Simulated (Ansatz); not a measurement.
# FeO: relaxed-ion elastic tensor

Theory: DFT PBE+U, scalar-relativistic, plane waves, PAW (Ansatz). Plane waves to 420 eV; Γ-centred k mesh 12×12×12; Gaussian smearing of 0.02 eV. U_eff = 5.3 eV on Fe d. Collinear spin, site moments 3.5, 0.2 μB.

Equilibrium structure at this level:
```
Fe O
1.0
     1.58453    0.91483    2.48279
    -1.58453    0.91483    2.48279
     0.00000   -1.82965    2.48279
Fe O
1 1
Direct
  0.00000 0.00000 0.00000
  0.50000 0.50000 0.50000
```

The magnetic state is the one reached from the starting moments and may not be the lowest.

Q: Give the relaxed-ion elastic constants (GPa, Voigt order xx yy zz yz xz xy, on the axes of the cell above).

A:
C11 = 229.7, C12 = 145.8, C13 = 99.5, C14 = 91.5, C22 = 229.7, C23 = 99.5, C24 = -91.5, C33 = 245.9, C44 = -204.4, C55 = -204.4, C56 = 83.4, C66 = 42.0 GPa; the others vanish.

Q: Is the crystal stable against homogeneous strain?

A: No: the tensor has an eigenvalue of -250.2 GPa, so some strain lowers the energy.

Cost: 1 run of about 7 core-minutes, on Arm Neoverse V1 (shared hosts).